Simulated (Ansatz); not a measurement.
# Zr (P6_3/mmc) in Ansatz: phonons with PBE

Aim: the phonons of Zr with PBE.

Program: Ansatz 0.2.0. These are calculated values, not measurements. Logs are shortened: lines on timing, memory, paths and dates and some standing lists are left out, and cuts for length are marked.

## Step 1: The crystal as given

Symmetry: P6_3/mmc, No. 194, hexagonal system. Conventional cell: a = 3.232 Å, b = 3.232 Å, c = 5.147 Å, α = 90.00°, β = 90.00°, γ = 120.00°. Around Zr (site symmetry -6m2) lie 12 Zr at 3.18 to 3.23 Å.

## Step 2: Phonons, PBE

Contents of input.yaml:

```yaml
crystal:
  lattice:
    - [3.232, 0.0, 0.0]
    - [-1.616, 2.798994105, 0.0]
    - [0.0, 0.0, 5.147]
  atoms:
    - { symbol: Zr, position: [0.6666666667, 0.3333333333, 0.75] }
    - { symbol: Zr, position: [0.3333333333, 0.6666666667, 0.25] }
kpoints:
  mp_grid: { grid: [7, 7, 4] }
scf:
  occupations: { method: fermi_dirac, width: 0.05 }
hamiltonian:
  xc: pbe
  pseudopotentials: { kind: all_electron, lapw: { basis_error: 0.001 } }
output: {}
phonons:
  method: fd
  supercell: [1, 1, 1]
```

Potentials or basis: all-electron LAPW, scalar-relativistic.

Command:

```console
ansatz run input.yaml --threads 1 --pin off --max-ram 3072MiB --backend cpu --events-out ev --progress --plain --runs-dir out
```

Log:

```text
Warning: RAYON_NUM_THREADS=1 ignored (pool sized by the plan → 1); use --threads N
LAPW: plane waves up to 6.944 Å⁻¹, error target 1.0e-3 eV per atom; small_component_spin mean_spin; Zr in spheres of 1.542 Å, 22 of its electrons in bands, Dirac shells [] (how accurate: hamiltonian.pseudopotentials.lapw.basis_error, Limitations)
Engine: ansatz 0.2.0, x86_64-unknown-linux-gnu
Pseudopotentials: kind: all_electron
Pseudopotential: Zr, LAPW, valence charge 22, lapw/all_electron/scalar/gaussian/Zr, Koelling and Harmon's equation, gaussian nucleus
Functional definition: PBE
  parameter kappa = 0.804
  parameter beta = 0.06672455060314922
  exchange = pbe_x(kappa = kappa, mu = beta*pi^2/3)
  correlation = pbe_c(beta = beta)
Crystal: 2 atoms, lattice volume = 46.562 Å³
Basis set: ecut = 183.70489507799041 eV, 263 PW (Γ), exchange–correlation at level 2
Bands: 27, of which v1, the nominal top of the filled ones, is band 22 counted from 1 (21 counted from 0)
Symmetry: 24 space group operations
k-points: 24 of 196
Non-local potential: Zr, projectors of the file, none
Initial density: superposition of atomic densities (chi_scale 0.1, normalization cell)
Initial wavefunctions: plane waves of lowest kinetic energy (no species holds an atomic orbital)
Functional: x = pbe(κ = 0.804, μ = 0.2195149727645171), c = pbe(β = 0.06672455060314922)
iter 1 solved again at ethr=4.20e-4 eV; its pass at ethr=1.00e-1 eV (dr2=1.85e-1 eV) is discarded
SCF iter   1: F=—  HF=-195854.398346 eV  |F-HF|=—  |Δ(HF+E_count)|=         —  Δρ=2.04e-2  dr2=1.86e-1  ethr=4.20e-4  ⟨swp⟩=2.5  Hψ=4273  notcnv=0
preconditioner: auto → Kerker (q_TF=auto, 2.703 Å⁻¹)  [metal: Δε(μ)=0.082 eV  Ē_g=3.789 eV  σ=0.050 eV  W_gap=0.36  n_scr=22 (ndim 8)  ℏωp=15.4 eV  f_vac=0.000  D(μ)=2.33/eV (n_scr^D=22)]
SCF iter   2: F=—  HF=-195854.241323 eV  |F-HF|=—  |Δ(HF+E_count)|=   1.57e-1  Δρ=1.20e-2  dr2=7.39e-2  ethr=4.20e-4  ⟨swp⟩=2.0  Hψ=2112  notcnv=0
SCF iter   3: F=—  HF=-195854.228405 eV  |F-HF|=—  |Δ(HF+E_count)|=   1.29e-2  Δρ=6.36e-3  dr2=2.27e-2  ethr=1.68e-4  ⟨swp⟩=2.0  Hψ=2008  notcnv=0
iter 4 solved again at ethr=3.86e-6 eV; its pass at ethr=5.16e-5 eV (dr2=1.70e-3 eV) is discarded
SCF iter   4: F=—  HF=-195854.226757 eV  |F-HF|=—  |Δ(HF+E_count)|=         —  Δρ=1.64e-3  dr2=1.70e-3  ethr=3.86e-6  ⟨swp⟩=2.0  Hψ=3342  notcnv=0
the basis was enlarged: its passes take 238.6 KiB over the memory plan, 1 of 1 planned eigensolver slots
SCF iter   5: F=—  HF=-195854.226571 eV  |F-HF|=—  |Δ(HF+E_count)|=   1.85e-4  Δρ=4.51e-4  dr2=1.10e-4  ethr=3.85e-6  ⟨swp⟩=2.0  Hψ=2009  notcnv=0
SCF iter   6: F=—  HF=-195854.226579 eV  |F-HF|=—  |Δ(HF+E_count)|=   7.24e-6  Δρ=1.61e-4  dr2=1.55e-5  ethr=2.50e-7  ⟨swp⟩=2.0  Hψ=2009  notcnv=0
SCF iter   7: F=—  HF=-195854.226578 eV  |F-HF|=—  |Δ(HF+E_count)|=   8.42e-7  Δρ=2.39e-5  dr2=4.22e-7  ethr=3.52e-8  ⟨swp⟩=2.0  Hψ=2009  notcnv=0
SCF iter   8: F=—  HF=-195854.226578 eV  |F-HF|=—  |Δ(HF+E_count)|=   6.85e-8  Δρ=9.94e-6  dr2=5.11e-8  ethr=9.58e-10  ⟨swp⟩=2.2  Hψ=2015  notcnv=0
SCF iter   9: F=—  HF=-195854.226578 eV  |F-HF|=—  |Δ(HF+E_count)|=   8.56e-9  Δρ=1.96e-6  dr2=1.54e-9  ethr=1.16e-10  ⟨swp⟩=2.8  Hψ=2036  notcnv=0
SCF iter  10: F=-195854.226578 eV  HF=-195854.226578 eV  |F-HF|=2.33e-10  |Δ(HF+E_count)|=   2.53e-9  Δρ=4.36e-7  dr2=6.26e-11  ethr=3.50e-12  ⟨swp⟩=2.7  Hψ=2033  notcnv=0
SCF 1 converged in 10 iterations: F = -195854.226578 eV  dr2 = 6.26e-11
Symmetry: 1 space group operations
k-points: 99 of 196 (time reversal used)
Initial density: handed on by an earlier stage of this run
Initial wavefunctions: plane waves of lowest kinetic energy (no species holds an atomic orbital; no wavefunctions were taken with the density)
iter 1 solved again at ethr=1.88e-6 eV; its pass at ethr=1.00e-1 eV (dr2=8.27e-4 eV) is discarded
SCF iter   1: F=—  HF=-195854.226682 eV  |F-HF|=—  |Δ(HF+E_count)|=         —  Δρ=5.73e-4  dr2=8.24e-4  ethr=1.88e-6  ⟨swp⟩=4.3  Hψ=20622  notcnv=0
preconditioner: auto → Kerker (q_TF=auto, 2.703 Å⁻¹)  [metal: Δε(μ)=0.008 eV  Ē_g=3.647 eV  σ=0.050 eV  W_gap=0.04  n_scr=22 (ndim 8)  ℏωp=15.4 eV  f_vac=0.000  D(μ)=2.55/eV (n_scr^D=22)]
SCF iter   2: F=—  HF=-195854.226587 eV  |F-HF|=—  |Δ(HF+E_count)|=   9.57e-5  Δρ=3.77e-4  dr2=3.66e-4  ethr=1.87e-6  ⟨swp⟩=2.0  Hψ=8307  notcnv=0
iter 3 solved again at ethr=3.63e-8 eV; its pass at ethr=8.32e-7 eV (dr2=1.60e-5 eV) is discarded
SCF iter   3: F=—  HF=-195854.226513 eV  |F-HF|=—  |Δ(HF+E_count)|=   7.40e-5  Δρ=7.89e-5  dr2=1.59e-5  ethr=3.63e-8  ⟨swp⟩=2.0  Hψ=13894  notcnv=0
SCF iter   4: F=—  HF=-195854.226510 eV  |F-HF|=—  |Δ(HF+E_count)|=   2.77e-6  Δρ=3.59e-5  dr2=2.39e-6  ethr=3.60e-8  ⟨swp⟩=3.0  Hψ=8589  notcnv=0
SCF iter   5: F=—  HF=-195854.226510 eV  |F-HF|=—  |Δ(HF+E_count)|=   4.37e-7  Δρ=1.91e-5  dr2=4.14e-7  ethr=5.44e-9  ⟨swp⟩=2.0  Hψ=8307  notcnv=0
SCF iter   6: F=—  HF=-195854.226509 eV  |F-HF|=—  |Δ(HF+E_count)|=   6.22e-8  Δρ=9.20e-6  dr2=5.94e-8  ethr=9.40e-10  ⟨swp⟩=2.0  Hψ=8307  notcnv=0
SCF iter   7: F=—  HF=-195854.226509 eV  |F-HF|=—  |Δ(HF+E_count)|=   1.33e-8  Δρ=1.83e-6  dr2=2.21e-9  ethr=1.35e-10  ⟨swp⟩=2.2  Hψ=8325  notcnv=0
SCF iter   8: F=-195854.226509 eV  HF=-195854.226509 eV  |F-HF|=5.82e-11  |Δ(HF+E_count)|=  4.07e-10  Δρ=3.83e-7  dr2=1.04e-10  ethr=5.02e-12  ⟨swp⟩=2.3  Hψ=8336  notcnv=0
SCF 2 converged in 8 iterations: F = -195854.226509 eV  dr2 = 1.04e-10
SCF converged after 10 iterations
Free energy (F): -195854.226578 eV
Harris-Foulkes:  -195854.226578 eV  (|F-HF|=2.33e-10)
Internal energy: -195854.205275 eV  (E = F + TS)
E sigma→0 (E₀):  -195854.215926 eV
Entropy (-TS):   -0.021303 eV (-10.651 meV/atom)
Fermi energy:    15.840590 eV
--- Per-component energies (eV) ---
  E_band       = -3210.544611
  E_kinetic    = 202299.535032
  E_xc         = -6221.782904
  E_electrostatic = -391931.957403  (all electrons and nuclei)
  E_smearing   = -0.021303  (= −TS)
  E_closure    = 0.000000  (closes the sum)
  E_atoms      = -195839.623081  (free atoms, spherical and without spin; not in F)
  Σ components = -195854.226578   (vs F -195854.226578, Δ=0.00e0)
  Basis errors (estimates in eV, not in F): energy 1.8e-4 per atom: plane waves 1.5e-4 (7.9e-5 summed), levels above the bands 2.2e-20, relativity 5.5e-8, radial functions 3.8e-5, core shells 1.4e-6; eigenvalues (radial functions only) 3.9e-7; not estimated: angular momenta, meshes, grids; target (lapw.basis_error) 1.0e-3; muffin-tin radii Zr 1.542 Å
--- Forces (eV/Å), atoms counted from 1 ---
  atom   1  Zr    -0.00000000    -0.00000000     0.00000000
  atom   2  Zr    -0.00000000     0.00000000     0.00000000
  max |Σ_I F_I| component: 2.22e-16 eV/Å
--- Band table (eV; the first three rows and the last of 24) ---
  k-point 0: bands = ["-152.9767", "-152.9767", "-152.9767", "-152.9767", "-152.9752", "-152.9752", "-152.9507", "-152.9507", "-152.9507", "-152.9507", "-33.0477", "-32.8927", "-11.5783", "-10.7093", "-10.7093", "-10.5704", "-10.5677", "-10.5677", "10.1248", "12.7460", "16.6353", "16.6353", "16.7876", "16.9455", "17.3289", "17.3289", "17.9103"]
  k-point 1: bands = ["-152.9767", "-152.9767", "-152.9767", "-152.9767", "-152.9752", "-152.9752", "-152.9507", "-152.9507", "-152.9507", "-152.9507", "-33.0253", "-32.9157", "-11.4391", "-10.7273", "-10.6888", "-10.6888", "-10.5886", "-10.5886", "10.6308", "12.6565", "16.1941", "16.4142", "16.4641", "16.4641", "16.9944", "16.9944", "18.5879"]
  k-point 2: bands = ["-152.9767", "-152.9767", "-152.9767", "-152.9767", "-152.9752", "-152.9752", "-152.9507", "-152.9507", "-152.9507", "-152.9507", "-32.9709", "-32.9709", "-11.0920", "-11.0920", "-10.6389", "-10.6389", "-10.6389", "-10.6389", "11.8320", "11.8320", "15.8194", "15.8194", "16.5402", "16.5402", "16.5402", "16.5402", "19.7214"]
  k-point 23: bands = ["-152.9767", "-152.9767", "-152.9767", "-152.9767", "-152.9752", "-152.9752", "-152.9507", "-152.9507", "-152.9507", "-152.9507", "-32.8788", "-32.8788", "-11.3654", "-11.3654", "-11.0620", "-11.0620", "-10.7331", "-10.7331", "13.9050", "13.9050", "14.9319", "14.9319", "15.7071", "15.7071", "17.7234", "17.7234", "20.3723"]
--- Phonons: 1 displaced member + reference (amplitude 0.01 Å, Σ member SCF iterations 8) ---
  symmetry images taken by strict's conditions (phonons.symmetry_images: auto; settled by no image being taken that strict refuses)
  ASR residual: 2.661e-5 → 0.000e0 eV/Å²; symmetrization residual: 8.882e-16 eV/Å²
  largest component of a force at the reference: 1.5e-16 eV/Å
  ASR residual per site (eV/Å²): 2.66e-5 2.66e-5
  Γ frequencies (cm⁻¹): 0.00 0.00 0.00 53.27 53.27 137.27
  density of states and harmonic sums: on the 22×22×12 q-mesh, interpolated from the force constants of a 1×1×1 supercell (no non-analytic term)
  largest difference from the sums on the solved wave vectors: F 7.92e-1 eV, S 1.05e-3 and C_V 2.58e-4 eV/K
  zero-point energy: 0.020834 eV/cell   skipped modes (ω ≤ 0): 3   left out of the sums: 8.61e-5 of the cell's modes: C_V's classical limit lies that fraction below 3 k_B per atom; for a crystal, a wire or a layer, F and S can be off by more, and a phonons.interpolated_qmesh denser along its periods is the remedy for the sampling
```

Run time: 20 s. Hardware: 1 thread of Intel Xeon 6975P-C (Granite Rapids), shared host; peak memory 0.45 GiB.

Results:

* Free energy: -195854.2266 eV
* Band gap on the k mesh: none (metal or under the smearing width)
* Highest phonon frequency at Γ: 137 cm⁻¹

Phonon frequencies in cm⁻¹ (negative: imaginary):
| q point | frequencies |
| --- | --- |
| (0.000, 0.000, 0.000) | 0 0 0 53 53 137 |

Caveat: the k mesh is thin for a metal, which can move the energy by tens of meV per atom; a metal's response needs a denser mesh.
